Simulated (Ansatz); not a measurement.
# MnO (P-6m2) in Ansatz: further runs

Aim: see how the results for MnO move with the level of theory and the settings. Levels: PBEsol0, B3LYP. Tasks: relaxation of cell and atoms, single point.

All numbers are computed with Ansatz 0.2.0; they aren't measurements. Logs are shortened: lines on timing, memory, paths and dates and some standing lists are left out, and cuts for length are marked.

### Step 1. Starting point

The structure is hexagonal, space group P-6m2 (No. 187). The conventional cell has a = 2.969 Å, b = 2.969 Å, c = 2.898 Å, α = 90.00°, β = 90.00°, γ = 120.00°. Mn (site symmetry -6m2) is surrounded by 6 O at 2.24 Å. O (site symmetry -6m2) is surrounded by 6 Mn at 2.24 Å.

Measurements of this composition are mostly on another form, of space group No. 225.

### Step 2. Relaxation of cell and atoms, PBEsol0, collinear spin, ferromagnetic start

input reads:

```
crystal:
  lattice:
    - [2.96948591, 0.0, 0.0]
    - [-1.48474296, 2.57165023, 0.0]
    - [0.0, 0.0, 2.89807113]
  atoms:
    - { symbol: Mn, position: [0.0, 0.0, 0.0], spin: 4.0 }
    - { symbol: O, position: [0.6666666667, 0.3333333333, 0.5] }
hamiltonian:
  xc: { exchange: pbesol, correlation: pbesol, exx: { coeff: 0.25 } }
  pseudopotentials: { kind: paw }
magnetization:
  spin_polarized: true
kpoints:
  mp_grid: { grid: [5, 5, 5] }
scf:
  occupations: { method: fermi_dirac, width: 0.05 }
output:
  forces: true
  stress: true
  eigenvalues: true
relax:
  f_tol: 0.01
  max_steps: 40
  cell: { stress_tol: 0.05 }
```

Potentials or basis: Ansatz PAW.

What it wrote:

```text
GPUs: using 1 of 1 available (devices: 1).
Engine: ansatz 0.2.0, x86_64-unknown-linux-gnu
Pseudopotentials: kind: paw
Pseudopotential: Mn, paw, valence charge 15, recommended cutoff 420 eV (normal), Mn.paw.azcp
Pseudopotential: O, paw, valence charge 6, recommended cutoff 420 eV (normal), O.paw.azcp
Functional definition: unnamed
  parameter a_1 = 0.25
  exchange = (1 - a_1)*pbe_x(mu = 0.12345679012345678) + a_1*exact_x
  correlation = pbe_c(beta = 0.046)
device memory: the entry about to start is reckoned to put 0.7 GiB on a device that reports 64.4 GiB free (of which the cap on the GPU budget leaves the run 18.0 GiB)
GPU FFT provider: cuFFT
GPU libraries: cuBLAS 13.8.2, cuFFT 12.4.0, cuSOLVER 12.3.4
Crystal: 2 atoms, lattice volume = 22.131 Å³
Basis set: ecut = 420 eV, 405 PW (Γ), exchange–correlation on 40×40×40 points (8 copies of the dense FFT grid, shifted against one another)
Bands: 17, of which v1, the nominal top of the filled ones, is band 11 counted from 1 (10 counted from 0)
Symmetry: 12 space group operations
Space group: P-6m2 (ITA 187), of the structure as read, at distance tolerance 2.8e-5 Å
Magnetic group: BNS 187.209 (UNI 1439), of the structure as read, at distance tolerance 2.8e-5 Å
k-points: 15 of 125 (time reversal used)
Non-local potential: Mn, projectors of the file, l = 0: 3, l = 1: 2, l = 2: 3, l = 3: 1
Non-local potential: O, projectors of the file, l = 0: 2, l = 1: 2, l = 2: 1
PAW form: soft (Blöchl's): semilocal exchange-correlation on the pseudo side does not see the compensation charge
PAW frozen core: Mn, regenerated for the run's functional, and the local potential with it (the file was generated under x = pbe(κ = 0.804, μ = 0.2195149727645171), c = pbe(β = 0.06672455060314922))
PAW frozen core: O, regenerated for the run's functional, and the local potential with it (the file was generated under x = pbe(κ = 0.804, μ = 0.2195149727645171), c = pbe(β = 0.06672455060314922))
PAW one-centre angular grid: Mn, 590 points (default); XC on 64 Gauss nodes
PAW one-centre angular grid: O, 110 points (default); XC on 64 Gauss nodes
Initial density: superposition of atomic densities (chi_scale 0.1, normalization cell, long waves kept (reshape's long-wave potential 0.00 eV rms))
Starting moments: Σ|m| = 4 μB on 1 of 2 sites
Initial wavefunctions: pseudopotential atomic-orbital guess
GPU buffer pool allocated for 8000 grid points (all kernels)
GPU transforms: local potential and band sums: pruned to the plane-wave sphere, on 20×20×20
Functional: x = pbesol(κ = 0.804, μ = 0.12345679012345678), c = pbesol(β = 0.046), warm-up for x = 0.75 pbesol(κ = 0.804, μ = 0.12345679012345678) + 0.25 exact, c = pbesol(β = 0.046)
SCF iter   1: F=—  HF=-4432.146088 eV  |F-HF|=—  |Δ(HF+E_count)|=         —  Δρ=2.52e-1 (↑1.62e-1 ↓2.52e-1)  dr2=3.67e1  dr2_m=9.03e-1  M=2.808 μB ∫|m|=2.915 μB  β_m=0.30  ethr=1.00e-1  ⟨swp⟩=5.9  Hψ=1543  notcnv=0
preconditioner: auto → none  [insulator: Δε(μ)=0.119 eV  Ē_g=12.732 eV  σ=0.050 eV  W_gap=0.53  n_scr=8 (ndim 8)  ℏωp=28.5 eV  f_vac=0.000  D(μ)=1.12/eV (n_scr^D=8)]
SCF iter   2: F=—  HF=-4433.624572 eV  |F-HF|=—  |Δ(HF+E_count)|=    1.48e0  Δρ=2.29e-1 (↑2.29e-1 ↓1.35e-1)  dr2=2.52e1  dr2_m=7.79e-1  M=3.330 μB ∫|m|=3.331 μB  β_m=0.30  ethr=1.00e-1  ⟨swp⟩=3.7  Hψ=1386  notcnv=0  defer=1
iter 3 solved again at ethr=8.46e-3 eV; its pass at ethr=1.00e-1 eV (dr2=1.78e0 eV) is discarded
SCF iter   3: F=—  HF=-4428.917040 eV  |F-HF|=—  |Δ(HF+E_count)|=    4.71e0  Δρ=7.11e-2 (↑5.11e-2 ↓7.11e-2)  dr2=1.59e0  dr2_m=4.44e-1  M=4.301 μB ∫|m|=4.301 μB  β_m=1.00  ethr=8.46e-3  ⟨swp⟩=3.4  Hψ=2203  notcnv=0  defer=3
eigensolver tolerance schedule: the retry pair's looser diagonalisation over-reported the residual by 0.12 of it (diagonalisation noise at 0.13 of the residual, at the tolerance the schedule requests for it); recorded, not acted on — ethr = c·dr2/N_el stays at c = 1.0e-1
SCF iter   4: F=—  HF=-4428.728424 eV  |F-HF|=—  |Δ(HF+E_count)|=   1.89e-1  Δρ=3.34e-2 (↑2.83e-2 ↓3.34e-2)  dr2=7.09e-1  dr2_m=5.89e-2  M=4.569 μB ∫|m|=4.569 μB  β_m=1.00  ethr=7.59e-3  ⟨swp⟩=2.1  Hψ=1024  notcnv=0
SCF iter   5: F=—  HF=-4428.696932 eV  |F-HF|=—  |Δ(HF+E_count)|=   3.15e-2  Δρ=1.29e-2 (↑1.29e-2 ↓1.18e-2)  dr2=1.41e-1  dr2_m=7.15e-4  M=4.578 μB ∫|m|=4.578 μB  β_m=0.30  ethr=3.38e-3  ⟨swp⟩=2.6  Hψ=1051  notcnv=0  defer=4
Mixer restart at iter 5: flushing history
spin-set hold released at iteration 5 (site moments contracting): the magnetisation degrees of freedom join the quasi-Newton model from the next iteration; the mixer history was flushed
SCF iter   6: F=—  HF=-4428.780179 eV  |F-HF|=—  |Δ(HF+E_count)|=   8.32e-2  Δρ=1.01e-2 (↑7.81e-3 ↓1.01e-2)  dr2=3.72e-2  dr2_m=1.13e-3  M=4.511 μB ∫|m|=4.511 μB  β_m=0.35  ethr=6.72e-4  ⟨swp⟩=3.5  Hψ=1271  notcnv=0  defer=7
[... 363 lines left out ...]
preconditioner: auto → none  [insulator: Δε(μ)=1.942 eV  Ē_g=17.491 eV  σ=0.050 eV  W_gap=1.00  n_scr=8 (ndim 8)  ℏωp=28.8 eV  f_vac=0.000  D(μ)=0.00/eV (n_scr^D=0)]
SCF iter   2: F=-4440.001775 eV  HF=-4440.001775 eV  |F-HF|=0.00e0  |Δ(HF+E_count)|=  9.09e-13  Δρ=1.36e-7 (↑1.36e-7 ↓6.10e-8)  dr2=1.56e-12  dr2_m=1.28e-12  M=5.000 μB ∫|m|=5.000 μB  ethr=1.00e-12  ⟨swp⟩=5.8  Hψ=1132  notcnv=0
SCF 23 converged in 2 iterations: F = -4440.001775 eV  dr2 = 1.56e-12
hybrid outer 1: dexx = +1.421e-13 eV, tail = 6.54e-12 eV
GPU FFT provider: cuFFT
GPU libraries: cuBLAS 13.8.2, cuFFT 12.4.0, cuSOLVER 12.3.4
GPU buffer pool allocated for 11520 grid points (all kernels)
GPU transforms: local potential and band sums: pruned to the plane-wave sphere, on 24×24×20
Exchange kernel: α = 0.2500, full range, Wigner–Seitz truncation, v(0) = 6683.9886 eV·Å³, q-mesh 5×5×5, nearest image of the exchange supercell L = 13.83 Å, pair-density grid 15×15×15, without the augmentation charges, whose exchange is taken in its separable form by FFT convolution over the k-point mesh (sized by the pseudopotential files, 18×18×20 at the most), smooth part of the exact exchange by density-matrix convolution in up to 1013.7 MiB of GPU memory as planned if the GPU has room (build and FFT work areas not counted)
Frozen-core exchange: fock
SCF iter   1: F=—  HF=-4440.001775 eV  |F-HF|=—  |Δ(HF+E_count)|=         —  Δρ=1.35e-7 (↑1.35e-7 ↓6.13e-8)  dr2=1.51e-12  dr2_m=1.29e-12  M=5.000 μB ∫|m|=5.000 μB  β_m=0.30  ethr=1.08e-12 (applied; sched 1.00e-12)  ⟨swp⟩=10.3  Hψ=1570  notcnv=0
preconditioner: auto → none  [insulator: Δε(μ)=1.942 eV  Ē_g=17.301 eV  σ=0.050 eV  W_gap=1.00  n_scr=8 (ndim 8)  ℏωp=28.8 eV  f_vac=0.000  D(μ)=0.00/eV (n_scr^D=0)]
SCF iter   2: F=-4440.001775 eV  HF=-4440.001775 eV  |F-HF|=9.09e-13  |Δ(HF+E_count)|=  9.09e-13  Δρ=9.31e-8 (↑9.31e-8 ↓4.40e-8)  dr2=6.11e-13  dr2_m=6.62e-13  M=5.000 μB ∫|m|=5.000 μB  ethr=1.00e-12  ⟨swp⟩=3.8  Hψ=918  notcnv=0
SCF 24 converged in 2 iterations: F = -4440.001775 eV  dr2 = 6.11e-13
  Residual-converged pass: ⟨swp⟩=3.1  Hψ=1046  notcnv=0  max |occ|·‖R‖ = 9.7e-9 eV (tolerance 1.0e-8 eV)  dr2=5.98e-13  dr2_m=6.64e-13  dr2_onsite=1.71e-13  max |Δocc| = 1.7e-21
hybrid outer 2: dexx = +2.842e-14 eV, tail = 2.89e-12 eV, Δε = 5.49e-7 eV (about 9.64e-7 eV left of the loop's levels)
this state was not tested for a lower state beside it, because the functional holds exact exchange (a hybrid, or Hartree-Fock), whose exchange loop this test does not read (fock_operator); the stability check (scf.self_checks: high) cannot read this state: a pseudopotential is PAW: the check reads norm-conserving sets alone
relax step   7: F+E_penalty+E_count = -4440.00177470 eV  Δ(F+E_penalty+E_count) = -2.373e-8 eV  max|allowed force component| = 6.180e-18 eV/Å  Δτ_max = 0.0000 Å  P = +0.001 GPa  Ω = 21.623 Å³  stress off target by 5.96e-3 GPa  SCF on the basis re-selected at this cell (its energy is not comparable with the rows above)  (4 SCF iters)
basis re-selected at this cell: Δ(F+E_penalty+E_count) = -2.373e-8 eV, ΔP = -0.001 GPa vs the last step (what re-selecting the basis moved, of the pressure what is left beyond the Pulay correction that the steps carried, after the strain that the cell walked since its last selection, with what the two solves' SCF thresholds leave and, on support functions, any second-order correction that the steps lacked; it is no measure of the basis error at this ecutwfc). This SCF's stress stands 5.96e-3 GPa from its target on what of the cell is left free (relax.cell.stress_tol is 5.00e-2 GPa) and its largest allowed force component is 6.18e-18 eV/Å (relax.f_tol is 1.00e-2 eV/Å): within both
hybrid SCF converged: 2 outer / 4 inner (+0 warm-up), last move |dexx| = 2.84e-14 eV, tail = 2.89e-12 eV
Magnetization: 5.0000 μB (13.0000 up, 8.0000 down)
Absolute magnetization: 5.0001 μB (∫|ρ↑−ρ↓|, with the PAW one-centre terms)
Spin contamination: 0.0039 ħ² per cell (⟨S²⟩ above its minimum at these occupations)
Per-site moments (μB) at R_I (Å): [(4.260924604667461, 0.9150996172108791), (0.22581087494385982, 0.9150996172108791)]
Free energy (F): -4440.001775 eV
Frozen-core exchange: fock
Harris-Foulkes:  -4440.001775 eV  (|F-HF|=9.09e-13)
Internal energy: -4440.001775 eV  (E = F + TS)
E sigma→0 (E₀):  -4440.001775 eV
Fermi energy:    12.435404 eV
--- Per-component energies (eV) ---
  E_band       = -309.182985
  E_kinetic    = 475.418797
  E_local      = -2241.560918  (includes V_loc(G=0)·N_el)
  E_nonlocal   = 306.219257
  E_hartree    = 900.593995
  E_xc         = -141.250882
  E_vxc        = -181.121754  (∫ρ·V_xc dr)
  E_exx        = -95.357481  (= α·E_x^exact, valence–valence)
  E_paw        = -1389.887624  (= ΣΔE_a)
  E_vpaw       = -278.613800  (= ΣTr[D̂ρ^β])
  E_aug_tail   = 0.002406  (compensation charges beyond the density's cutoff)
  E_ewald      = -2254.107138
  E_core_change = -0.072185  (= ΣΔE_core)
  E_smearing   = -0.000000  (= −TS)
  E_closure    = 0.000000  (closes the sum)
  Σ components = -4440.001775   (vs F -4440.001775, Δ=-9.09e-13)
--- Forces (eV/Å), atoms counted from 1 ---
  atom   1  Mn     0.00000000     0.00000000     0.00000000
  atom   2  O     -0.00000000     0.00000000    -0.00000000
  max |Σ_I F_I| component: 1.54e-17 eV/Å
--- Stress (GPa, compression-positive) ---
       -0.001442      -0.000000       0.000000
       -0.000000      -0.001442       0.000000
        0.000000       0.000000       0.005960
  P = ⅓ Tr σ = 0.0010 GPa (0.010 kbar)
--- Band table (eV; the first three rows and the last of 30) ---
  k-point 0 ↑: bands = ["-74.5272", "-42.0281", "-42.0281", "-41.9337", "-9.7297", "5.9896", "5.9896", "6.4340", "8.4373", "8.5830", "8.5830", "10.5596", "10.5596", "13.3475", "27.8553", "28.3263", "28.3263"]
  k-point 1 ↑: bands = ["-74.5223", "-42.0239", "-42.0239", "-41.9841", "-9.3948", "5.2444", "6.2133", "6.2133", "8.0926", "8.0926", "8.2394", "10.6527", "10.6527", "15.1477", "26.0632", "29.3574", "29.3574"]
  k-point 2 ↑: bands = ["-74.5144", "-42.0653", "-42.0171", "-42.0171", "-8.7791", "3.1544", "6.5125", "6.5125", "7.6637", "7.6637", "9.1844", "10.4824", "10.4824", "18.0028", "21.8222", "32.2060", "32.2060"]
  k-point 14 ↓: bands = ["-68.3123", "-35.4300", "-35.3843", "-35.3457", "-7.6235", "5.8544", "6.0706", "7.3915", "15.9219", "17.8550", "18.7678", "18.8984", "19.3949", "22.3241", "24.4451", "27.0543", "27.8011"]
--- Relaxed structure (5 steps of the walk, 5 accepted, 2 SCFs on fresh bases) ---
  F+E_penalty+E_count = -4440.00177470 eV   max|allowed force component| = 6.180e-18 eV/Å   (the final SCF, on the basis selected at the relaxed cell)
  cell:  # Å, volume = 21.6228 Å³
    - [3.0048074048563875, 2.9210886390776692e-9, 1.862918614214503e-18]
    - [-1.5024037049579309, 2.60223954462468, -9.314593086756362e-19]
    - [1.81811627381835e-18, 1.325330514587374e-34, 2.7653422852670255]
  atoms:
    - { symbol: Mn, position: [-3.700743415524894e-17, 4.992720548519436e-35, -1.5402464885402935e-34] }
    - { symbol: O, position: [0.6666666666666666, 0.3333333333333333, 0.5] }
```

It took 98 s on 1 × NVIDIA H100 80GB HBM3 with 2 threads of AMD EPYC 7R13 (Zen 3), shared host; peak memory 1.7 GiB.

Results:

| Item | Value |
| --- | --- |
| Free energy | -4440.0018 eV |
| Relaxed volume | 10.81 Å³/atom |
| Relaxed cell | a = 3.005 Å, b = 3.005 Å, c = 2.765 Å, α = 90.00°, β = 90.00°, γ = 120.00° |
| Space group after relaxing (to 0.05 Å) | P-6m2 (No. 187) |
| Energy gained by relaxing | 35.5 meV/atom |
| Ionic steps | 7 |
| Pressure after relaxing | 0.0 GPa |
| Band gap on the k mesh | 1.94 eV, indirect (least direct gap 2.79 eV) |
| Net moment | 5.00 μB per cell |
| Absolute moment | 5.00 μB per cell |
| Site moments | Mn +4.26; O +0.23 μB |

Step by step:
| step | energy change (eV) | largest force (eV/Å) | volume (Å³) |
| --- | --- | --- | --- |
| 1 | 0.0000 | 0.0000 | 22.13 |
| 2 | -0.0669 | 0.0000 | 21.90 |
| 3 | -0.0723 | 0.0000 | 21.57 |
| 4 | -0.0721 | 0.0000 | 21.63 |
| 5 | -0.0709 | 0.0000 | 21.63 |
| 6 | -0.0710 | 0.0000 | 21.62 |
| 7 | -0.0710 | 0.0000 | 21.62 |

Final structure:
```xyz
2
Lattice="3.0048 0.0000 0.0000 -1.5024 2.6022 0.0000 0.0000 0.0000 2.7653" Properties=species:S:1:pos:R:3 pbc="T T T"
Mn    0.0000    0.0000    0.0000
O     1.5024    0.8674    1.3827
```

Caveat: the k mesh is coarse (spacing up to 0.49 Å⁻¹), so the values aren't converged, least of all with exact exchange; the magnetic or orbital state may not be the lowest; odd divisions of the mesh miss points on the zone boundary, where band edges often lie, so the gap on the mesh can be too wide; the plane-wave basis is chosen anew once the cell has moved, so the energies of steps on either side of that aren't comparable; the pressure holds a Pulay correction of +0.6 GPa for the finite cutoff; a cell with one magnetic atom can't hold antiferromagnetic order, which such compounds often take; the PAW data sets come from PBE, with cores solved anew for the run's functional, which leaves a small shift of forces and pressure.

### Step 3. Single point, B3LYP, collinear spin, ferromagnetic start

Edit input of step 2 so:

```diff
@@ -9,3 +9,3 @@
 hamiltonian:
-  xc: { exchange: pbesol, correlation: pbesol, exx: { coeff: 0.25 } }
+  xc: b3lyp
   pseudopotentials: { kind: paw }
@@ -21,5 +21,5 @@
   eigenvalues: true
-relax:
-  f_tol: 0.01
-  max_steps: 40
-  cell: { stress_tol: 0.05 }
+  write_density: true
+  write_potential: true
+  elf: true
+  volumetric_format: npy
```

Potentials or basis: Ansatz PAW.

What it wrote:

```text
Warning: output.stress: scf.convergence.dr2_threshold = 1e-7 eV (the SCF's general default) is looser than the 2e-10 eV advised for a printed stress (1e-10 eV for each atom of the cell: 2). What an SCF threshold leaves in a stress goes as its square root, and in the free energy as the threshold itself, and one threshold admits the most on a small cell: of the crystals measured, under no hybrid functional and no lock of the moments, on runs that ended without the residual-converged pass, on stresses that held no estimate of that error, the worst erred by over 100 MPa in a component at 1e-7 eV an atom and by under 5 at 1e-10. Set scf.convergence.dr2_threshold to 2e-10 eV or tighter. The threshold is an SCF's pass mark: one that does not reach it within its budget of iterations ends unconverged, or closes short of it on a stop that the run arms, and scf.convergence.dr2_threshold's page says what that costs each kind of run
Warning: output.stress: scf.exx.energy_threshold = 1e-6 eV is looser than the 2e-8 eV advised for a stress under a hybrid functional (1e-8 eV for each atom of the cell: 2). Every SCF of the exchange loop can meet its threshold on dr2 while the loop round them stops early: no threshold on dr2 bounds what that leaves in the stress. Set scf.exx.energy_threshold to 2e-8 eV or tighter. The threshold is the loop's pass mark: a loop that does not reach it within its budget of cycles ends unconverged, and scf.exx.energy_threshold's page has the law
GPUs: using 1 of 1 available (devices: 1).
[... 2 set-up lines as earlier in the session ...]
[... 151 lines left out ...]
       -0.000000      11.481282       0.000000
       -0.000000       0.000000     -10.984477
  P = ⅓ Tr σ = 3.9927 GPa (39.927 kbar)
--- Band table (eV; the first three rows and the last of 30) ---
  k-point 0 ↑: bands = ["-73.5116", "-41.2824", "-41.2824", "-41.1670", "-8.9722", "6.6253", "6.6253", "6.9549", "8.2624", "8.8837", "8.8837", "10.6344", "10.6344", "13.4047", "27.3887", "29.0084", "29.0084"]
  k-point 1 ↑: bands = ["-73.5091", "-41.2801", "-41.2801", "-41.1961", "-8.7074", "5.5313", "6.8164", "6.8164", "8.4624", "8.4776", "8.4776", "10.7285", "10.7285", "15.1211", "25.3824", "29.9058", "29.9058"]
  k-point 2 ↑: bands = ["-73.5051", "-41.2764", "-41.2764", "-41.2432", "-8.2309", "3.6658", "7.1438", "7.1438", "8.0061", "8.0061", "9.1710", "10.6631", "10.6631", "18.0084", "21.4948", "32.4358", "32.4358"]
  k-point 14 ↓: bands = ["-67.6571", "-35.2289", "-35.1795", "-35.0330", "-7.0163", "6.2777", "6.4802", "7.7654", "15.0154", "17.0004", "17.7058", "17.8980", "18.3759", "21.4913", "23.7242", "26.5597", "27.7704"]
```

Run time: 22 s. Hardware: 1 × NVIDIA H100 80GB HBM3 with 2 threads of AMD EPYC 7R13 (Zen 3), shared host; peak memory 1.7 GiB.

What came out:

- Free energy: -4474.6302 eV
- Pressure: 4.0 GPa
- Band gap on the k mesh: 1.91 eV, indirect (least direct gap 2.76 eV)
- Net moment: 5.00 μB per cell
- Absolute moment: 5.00 μB per cell
- Site moments: Mn +4.27; O +0.27 μB

Caveat: the k mesh is coarse (spacing up to 0.49 Å⁻¹), so the values aren't converged, least of all with exact exchange; the magnetic or orbital state may not be the lowest; odd divisions of the mesh miss points on the zone boundary, where band edges often lie, so the gap on the mesh can be too wide; the pressure holds a Pulay correction of +0.6 GPa for the finite cutoff; a cell with one magnetic atom can't hold antiferromagnetic order, which such compounds often take; the PAW data sets come from PBE, with cores solved anew for the run's functional, which leaves a small shift of forces and pressure; the thresholds are loose for stress. A k mesh can miss the band edges.
